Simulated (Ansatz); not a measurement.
# LaAlO3, pressure series

Take LaAlO3 in the cubic perovskite structure (space group Pm-3m, No. 221) as the base.

Space group Pm-3m (No. 221); a = 3.8124 Å, b = 3.8124 Å, c = 3.8124 Å, α = 90.00°, β = 90.00°, γ = 90.00°

```tsv
atom	site	symmetry	x	y	z
La	1a	m-3m	0.0000	0.0000	0.0000
Al	1b	m-3m	0.5000	0.5000	0.5000
O	3c	4/mm.m	0.0000	0.5000	0.5000
```

Cell and atoms are relaxed at each pressure.

Method: PBE/PAW in Ansatz (a program for electronic structure), scalar-relativistic without spin-orbit coupling.

```json
[
 {"change": "base", "band gap": "3.50 eV", "volume per atom": "11.08 Å³"},
 {"change": "pressure −2 GPa", "band gap": "3.48 eV", "volume per atom": "11.20 Å³"},
 {"change": "pressure −1 GPa", "band gap": "3.49 eV", "volume per atom": "11.14 Å³"},
 {"change": "pressure 1.8 GPa", "band gap": "3.52 eV", "volume per atom": "10.98 Å³"},
 {"change": "pressure 4.2 GPa", "band gap": "3.54 eV", "volume per atom": "10.85 Å³"},
 {"change": "pressure 9 GPa", "band gap": "3.58 eV", "volume per atom": "10.62 Å³"},
 {"change": "pressure 18 GPa", "band gap": "3.64 eV", "volume per atom": "10.24 Å³"},
 {"change": "pressure 30 GPa", "band gap": "3.70 eV", "volume per atom": "…"},
 {"change": "pressure 45 GPa", "band gap": "3.71 eV", "volume per atom": "…"},
 {"change": "pressure 60 GPa", "band gap": "3.71 eV", "volume per atom": "9.04 Å³"}
]
```

Complete the table.


- pressure 30 GPa, volume per atom: 9.82 Å³
- pressure 45 GPa, volume per atom: 9.39 Å³

Load acts through the strain it causes; cell and atoms are relaxed under it. No phonon test of stability was made. Competing high-pressure phases were not computed. Many cubic perovskites are stable only at high temperature; tilts and polar distortions were not tested.
